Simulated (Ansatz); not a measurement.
Wanted: the native input for an Ansatz 0.2.0 run.

```yaml
Task: band structure
Functional: RPBE
Potentials_or_basis: Ansatz PAW
Cutoff: "420 eV (not typed: the program's choice for these potentials)"
k_mesh: 10 × 10 × 8
Occupations: fermi-dirac, width 0.05 eV
Spin: no spin polarisation
Path: "[[\"G\", \"M\", \"K\", \"G\", \"A\", \"L\", \"H\", \"A\"], [\"L\", \"M\"], [\"K\", \"H\"]]"
Points_for_each_segment_of_the_path: 14
```

Crystal: TiB2.

```
CELL_PARAMETERS angstrom
3.02920 0.00000 0.00000
-1.51460 2.62336 0.00000
0.00000 0.00000 3.22840
ATOMIC_POSITIONS crystal
Ti 0.00000 0.00000 0.00000
B 0.66667 0.33333 0.50000
B 0.33333 0.66667 0.50000
```

These files were run (other wordings do the same):

input.yaml

```yaml
crystal:
  lattice:
    - [3.0292, 0.0, 0.0]
    - [-1.5146, 2.6233641531, 0.0]
    - [0.0, 0.0, 3.2284]
  atoms:
    - { symbol: Ti, position: [0.0, 0.0, 0.0] }
    - { symbol: B, position: [0.6666666667, 0.3333333333, 0.5] }
    - { symbol: B, position: [0.3333333333, 0.6666666667, 0.5] }
hamiltonian:
  xc: rpbe
  pseudopotentials: { kind: paw }
kpoints:
  mp_grid: { grid: [10, 10, 8] }
  band_path:
    path:
      - [[0.0, 0.0, 0.0], [0.5, 0.0, 0.0], [0.3333333333, 0.3333333333, 0.0], [0.0, 0.0, 0.0], [0.0, 0.0, 0.5], [0.5, 0.0, 0.5], [0.3333333333, 0.3333333333, 0.5], [0.0, 0.0, 0.5]]
      - [[0.5, 0.0, 0.5], [0.5, 0.0, 0.0]]
      - [[0.3333333333, 0.3333333333, 0.0], [0.3333333333, 0.3333333333, 0.5]]
    npoints: 14
scf:
  occupations: { method: fermi_dirac, width: 0.05 }
  n_extra_bands: 7
output:
  forces: true
  stress: true
  eigenvalues: true
  fatbands: true
```

Potentials or basis: Ansatz PAW.

The run is started by

```sh
$ ansatz run input.yaml --threads 2 --pin off --max-ram 5632MiB --backend cpu --events-out ev --progress --plain --runs-dir out
```

It gave:

```
Pressure               : 4.9 GPa
Band gap on the k mesh : none (metal or under the smearing width)
```

Caveat: the PAW data sets come from PBE, with cores solved anew for the run's functional, which leaves a small shift of forces and pressure.

It took 1.3 s on 2 threads of Intel(R) Xeon(R) Platinum 8488C (Sapphire Rapids) (shared host), peak memory 0.37 GiB.
